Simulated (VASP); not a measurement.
# GaN (I-4m2) in VASP: further runs

The runs below take GaN through single point, with PBEsol.

All numbers are computed with VASP 6.6.1; they aren't measurements. Logs are shortened: lines on timing, memory, paths and dates and some standing lists are left out, and cuts for length are marked.

### Step 1. The cell of the first run

It takes space group I-4m2 (No. 119, tetragonal). Conventional cell: a = 3.442 Å, b = 3.442 Å, c = 4.146 Å, α = 90.00°, β = 90.00°, γ = 90.00°. Around Ga (site symmetry -4m2) lie 4 N at 2.01 Å. Around N (site symmetry -4m2) lie 4 Ga at 2.01 Å.

Measurements of this composition are mostly on another form, of space group No. 186.

### Step 2. Single point, PBEsol (strain +0.080 along x and y, -0.080 along z, atoms carried along)

INCAR

```
PREC = Accurate
ENCUT = 520
EDIFF = 1E-7
ISMEAR = 0
SIGMA = 0.05
LREAL = F
LASPH = T
NELM = 80
ALGO = Fast
ISIF = 2
LWAVE = F
LCHARG = T
GGA = PS
LELF = T
LVHAR = T
NBANDS = 16
```

KPOINTS

```
Automatic mesh
0
Gamma
  10 10 10
```

POSCAR

```
GaN
1.0
    0.0000000000      2.4337806561      2.0732205589
    2.4337806561      0.0000000000      2.0732205589
    2.4337806561      2.4337806561      0.0000000000
Ga N
1 1
Direct
    0.0000000000      0.0000000000      0.0000000000
    0.7500000000      0.7500000000      0.7500000000
```

Potentials or basis: VASP PAW PBE potentials, release 64 (Ga_d, N).

The run is started by

```bash
$ cat potpaw_PBE.64/Ga_d/POTCAR potpaw_PBE.64/N/POTCAR > POTCAR
$ mpirun -np 1 vasp_std > vasp.out
```

OUTCAR:

```text
PREC = Accurate
   ENCUT = 520
   EDIFF = 1E-7
   ISMEAR = 0
   LREAL = F
   LASPH = T
   NELM = 80
   ISIF = 2
   GGA = PS

 ion  position               nearest neighbor table
   1  0.000  0.000  0.000-   2 2.01   2 2.01   2 2.01   2 2.01
   2  0.750  0.750  0.750-   1 2.01   1 2.01   1 2.01   1 2.01

  LATTYP: Found a body centered tetragonal cell.
 ALAT       =     3.4418856117
 C/A-ratio  =     1.2047004420

  Lattice vectors:

 A1 = (   0.0000000000,  -2.4337806561,  -2.0732205589)
 A2 = (   0.0000000000,   2.4337806561,  -2.0732205589)
 A3 = (   2.4337806561,   0.0000000000,   2.0732205589)

Analysis of symmetry for initial positions (statically):
=====================================================================
 Subroutine PRICEL returns:
 Original cell was already a primitive cell.

 Routine SETGRP: Setting up the symmetry group for a
 body centered tetragonal supercell.

 Subroutine GETGRP returns: Found  8 space group operations
 (whereof  8 operations were pure point group operations)
 out of a pool of 16 trial point group operations.

The static configuration has the point symmetry D_2d.

Analysis of symmetry for dynamics (positions and initial velocities):
=====================================================================
 Subroutine PRICEL returns:
 Original cell was already a primitive cell.

 Routine SETGRP: Setting up the symmetry group for a
 body centered tetragonal supercell.

 Subroutine GETGRP returns: Found  8 space group operations
 (whereof  8 operations were pure point group operations)
 out of a pool of 16 trial point group operations.

The dynamic configuration has the point symmetry D_2d.

 Subroutine INISYM returns: Found  8 space group operations
 (whereof  8 operations are pure point group operations),
 and found     1 'primitive' translations

----------------------------------------------------------------------------------------

                                     Primitive cell

  volume of cell :      24.5606

  direct lattice vectors                    reciprocal lattice vectors
     0.000000000  2.433780656  2.073220559    -0.205441685  0.205441685  0.241170674
     2.433780656  0.000000000  2.073220559     0.205441685 -0.205441685  0.241170674
     2.433780656  2.433780656  0.000000000     0.205441685  0.205441685 -0.241170674

  length of vectors
     3.197113036  3.197113036  3.441885612     0.377592196  0.377592196  0.377592196

  position of ions in fractional coordinates (direct lattice)
     0.000000000  0.000000000  0.000000000
     0.750000000  0.750000000  0.750000000

  ion indices of the primitive-cell ions
   primitive index   ion index
                 1           1
                 2           2

----------------------------------------------------------------------------------------

 KPOINTS: Automatic mesh

Automatic generation of k-mesh.
 Grid dimensions read from file:
 generate k-points for:   10   10   10

 Generating k-lattice:

  Cartesian coordinates                     Fractional coordinates (reciprocal lattice)
    -0.020544169  0.020544169  0.024117067     0.100000000  0.000000000  0.000000000
     0.020544169 -0.020544169  0.024117067     0.000000000  0.100000000  0.000000000
     0.020544169  0.020544169 -0.024117067     0.000000000  0.000000000  0.100000000

  Length of vectors
     0.037759220  0.037759220  0.037759220

  Shift w.r.t. Gamma in fractional coordinates (k-lattice)
     0.000000000  0.000000000  0.000000000

 Subroutine IBZKPT returns following result:
 ===========================================

 Found    102 irreducible k-points:

 Following reciprocal coordinates:
            Coordinates               Weight
  0.000000  0.000000  0.000000      1.000000
  0.100000  0.000000  0.000000      8.000000
  0.200000  0.000000  0.000000      8.000000
  0.300000  0.000000  0.000000      8.000000
  0.400000  0.000000  0.000000      8.000000
  0.500000  0.000000  0.000000      4.000000
[... 16 lines left out ...]
  0.300000  0.300000  0.000000      2.000000
  0.400000  0.300000  0.000000      8.000000
 [... further k-points ...]
   k-points           NKPTS =    102   k-points in BZ     NKDIM =    102   number of bands    NBANDS=     16
   number of dos      NEDOS =    301   number of ions     NIONS =      2
   total plane-waves  NPLWV =  16128
   dimension x,y,z NGX =    24 NGY =   24 NGZ =   28
   dimension x,y,z NGXF=    48 NGYF=   48 NGZF=   56
   ions per type =               1   1
   NGX,Y,Z   is equivalent  to a cutoff of  12.48, 12.48, 13.52 a.u.
   NGXF,Y,Z  is equivalent  to a cutoff of  24.96, 24.96, 27.05 a.u.
 SYSTEM =  unknown system
   PREC   = accura    normal or accurate (medium, high low for compatibility)
   ISTART =      0    job   : 0-new  1-cont  2-samecut
   ICHARG =      2    charge: 1-file 2-atom 10-const
   ISPIN  =      1    spin polarized calculation?
   LNONCOLLINEAR =      F non collinear calculations
   LSORBIT =      F    spin-orbit coupling
   LASPH  =      T    aspherical Exc in radial PAW
   ENCUT  =  520.0 eV  38.22 Ry    6.18 a.u.   5.94  5.94  6.40*2*pi/ulx,y,z
   NELM   =     80;   NELMIN=  2; NELMDL= -5     # of ELM steps
   EDIFF  = 0.1E-06   stopping-criterion for ELM
   LREAL  =      F    real-space projection
   EDIFFG = 0.1E-05   stopping-criterion for IOM
   NSW    =      0    number of steps for IOM
   IBRION =     -1    ionic relax: 0-MD 1-quasi-New 2-CG
   NFREE  =      0    steps in history (QN), initial steepest desc. (CG)
   ISIF   =      2    stress and relaxation
   ISYM   =      2    0-nonsym 1-usesym 2-fastsym
   POTIM  = 0.5000    time-step for ionic-motion
   TEBEG  =    0.0;   TEEND  =   0.0 temperature during run
   PSTRESS=    0.0 pullay stress
   NELECT =      18.0000    total number of electrons
   NUPDOWN=      -1.0000    fix difference up-down
   EMIN   =  10.00;   EMAX   =-10.00  energy-range for DOS
   EFERMI =   0.00;   METHOD = LEGACY
   ISMEAR =     0;   SIGMA  =   0.05  broadening in eV -4-tet -1-fermi 0-gaus
   EFERMI_NEDOS =   21; number of points for ismear=-14 and -15
   IALGO  =     68    algorithm
   IMIX   =      4    mixing-type and parameters
     AMIX     =   0.40;   BMIX     =  1.00
     AMIX_MAG =   1.60;   BMIX_MAG =  1.00
  volume/ion in A,a.u.               =      12.28        82.87
  Fermi-wavevector in a.u.,A,eV,Ry     =   1.475999  2.789235 29.641306  2.178575
  Thomas-Fermi vector in A             =   2.590580
   LORBIT       =      0    0 simple, 1 ext, 2 COOP (PROOUT), +10 PAW based schemes
   GGA     = PS    functional components
   LHFCALC =     F    Hartree Fock is set to
   AEXX    =    0.0000 exact exchange contribution
   IVDW    =     0    specifies the selected vdW correction
   LEPSILON=     F    determine dielectric tensor
   LRPA    =     F    only Hartree local field effects (RPA)
 non-spin polarized calculation
 RMM-DIIS sequential band-by-band and
 Gauss-broadening in eV      SIGMA  =   0.05
  energy-cutoff  :      520.00
  volume of cell :       24.56
 maximum number of plane-waves:       678
   NGX = 11   NGY = 11   NGZ = 13

 number of electron      17.9999995 magnetization

 Free energy of the ion-electron system (eV)
  ---------------------------------------------------
  ext. energy  EPLUGINS =         0.00000000
  ---------------------------------------------------
  free energy    TOTEN  =       -12.91126116 eV

  energy without entropy =      -12.91126116  energy(sigma->0) =      -12.91126116

 E-fermi :   5.0327     XC(G=0): -11.5533

 val. band max:        4.7805612941   @ k =   0.0000   0.0000   0.0000
 cond. band min:       5.5747918134   @ k =   0.0000   0.0000   0.0000
 fundamental gap:      0.7942305193
 Fermi energy:         5.0327065601

 k-point     1 :       0.0000    0.0000    0.0000
  band No.  band energies     occupation
      1     -10.8940      2.00000
      2      -9.0193      2.00000
      3      -9.0193      2.00000
      4      -8.8923      2.00000
      5      -8.7418      2.00000
      6      -8.7384      2.00000
[... 8 lines left out ...]
     15      21.1180      0.00000
     16      21.1804      0.00000

 k-point     2 :       0.1000    0.0000    0.0000
  band No.  band energies     occupation
      1     -10.7958      2.00000
      2      -9.0089      2.00000
      3      -8.9887      2.00000
      4      -8.8768      2.00000
      5      -8.7393      2.00000
      6      -8.7362      2.00000
[... 8 lines left out ...]
     15      20.1240      0.00000
     16      22.0044      0.00000

 k-point     3 :       0.2000    0.0000    0.0000
  band No.  band energies     occupation
      1     -10.5590      2.00000
      2      -8.9864      2.00000
      3      -8.9188      2.00000
      4      -8.8085      2.00000
      5      -8.7273      2.00000
      6      -8.6836      2.00000
[... 8 lines left out ...]
     15      19.8686      0.00000
     16      23.3249      0.00000

 k-point     4 :       0.3000    0.0000    0.0000
  band No.  band energies     occupation
      1     -10.3334      2.00000
      2      -8.9692      2.00000
      3      -8.8836      2.00000
      4      -8.7706      2.00000
      5      -8.7007      2.00000
      6      -8.3276      2.00000
[... 8 lines left out ...]
     15      20.9142      0.00000
     16      22.8152      0.00000
[... 324 lines left out ...]
 k-point    22 :      -0.2000    0.2000    0.0000
  band No.  band energies     occupation
      1     -10.2848      2.00000
      2      -8.9336      2.00000
      3      -8.8743      2.00000
      4      -8.7584      2.00000
      5      -8.7347      2.00000
      6      -8.2852      2.00000
[... 8 lines left out ...]
     15      19.7019      0.00000
     16      24.3067      0.00000

 k-point    23 :       0.3000    0.3000    0.0000
  band No.  band energies     occupation
      1     -10.1803      2.00000
      2      -8.9032      2.00000
      3      -8.8650      2.00000
      4      -8.8650      2.00000
      5      -8.6692      2.00000
      6      -7.8167      2.00000
[... 8 lines left out ...]
     15      23.7771      0.00000
     16      24.8257      0.00000

 k-point    24 :       0.4000    0.3000    0.0000
  band No.  band energies     occupation
      1     -10.1300      2.00000
      2      -8.9226      2.00000
      3      -8.8352      2.00000
      4      -8.8301      2.00000
      5      -8.6530      2.00000
      6      -7.3282      2.00000
[... 8 lines left out ...]
     15      24.6871      0.00000
     16      24.9018      0.00000

 [... further k-points ...]

------------------------ aborting loop because EDIFF is reached ----------------------------------------

  FORCE on cell =-STRESS in cart. coord.  units (eV):
  Direction    XX          YY          ZZ          XY          YZ          ZX
  --------------------------------------------------------------------------------------
  -------------------------------------------------------------------------------------
  Total       -2.8577460     -2.8577460     -0.5395355      0.0000000      0.0000000     -0.0000000
  in kB     -186.4214332   -186.4214332    -35.1959159      0.0000000      0.0000000     -0.0000000
  external PRESSURE =    -136.0129274 kB  Pullay stress =       0.0000000 kB

 VOLUME and BASIS-vectors are now :
 -----------------------------------------------------------------------------
  energy-cutoff  :      520.00
  volume of cell :       24.56
      direct lattice vectors                 reciprocal lattice vectors
     0.000000000  2.433780656  2.073220559    -0.205441685  0.205441685  0.241170674
     2.433780656  0.000000000  2.073220559     0.205441685 -0.205441685  0.241170674
     2.433780656  2.433780656  0.000000000     0.205441685  0.205441685 -0.241170674

 POSITION                                       TOTAL-FORCE (eV/Angst)
 -----------------------------------------------------------------------------------
      0.00000      0.00000      0.00000        -0.000000     -0.000000      0.000000
      3.65067      3.65067      3.10983         0.000000      0.000000     -0.000000
 -----------------------------------------------------------------------------------
    total drift:                               -0.000001     -0.000001      0.000007

  FREE ENERGIE OF THE ION-ELECTRON SYSTEM (eV)
  ---------------------------------------------------
  free  energy   TOTEN  =       -12.9112611581 eV

  energy  without entropy=      -12.9112611581  energy(sigma->0) =      -12.91126116
```

Run time: 42 s. Hardware: 1 thread of Intel Xeon Platinum 8488C (Sapphire Rapids), shared host; peak memory 0.16 GiB.

Results:

```yaml
Free_energy: -12.9113 eV
Pressure: -13.6 GPa
Band_gap_on_the_k_mesh: 0.79 eV, direct
```

Levels at points of the mesh, in eV from the valence-band top:
| k point | band 5 | band 6 | band 7 | band 8 | band 9 | band 10 | band 11 | band 12 | band 13 | band 14 |
| --- | --- | --- | --- | --- | --- | --- | --- | --- | --- | --- |
| (0.00, 0.00, 0.00) | -13.52 | -13.52 | -0.55 | -0.55 | 0.00 | 0.79 | 9.27 | 9.73 | 9.73 | 16.19 |
| (0.50, 0.00, 0.00) | -13.44 | -12.22 | -6.96 | -1.74 | -0.79 | 3.29 | 8.00 | 8.52 | 11.06 | 14.30 |
| (0.50, 0.50, 0.00) | -13.41 | -11.29 | -5.11 | -3.54 | -3.54 | 2.49 | 4.11 | 12.05 | 12.21 | 12.21 |
| (0.50, 0.00, 0.50) | -13.49 | -12.05 | -6.75 | -2.39 | -2.32 | 3.24 | 6.60 | 10.04 | 11.40 | 14.37 |

Caveat: the PAW data sets were made with another functional, which shifts forces and pressure a little.

[end of part 1 of 2]
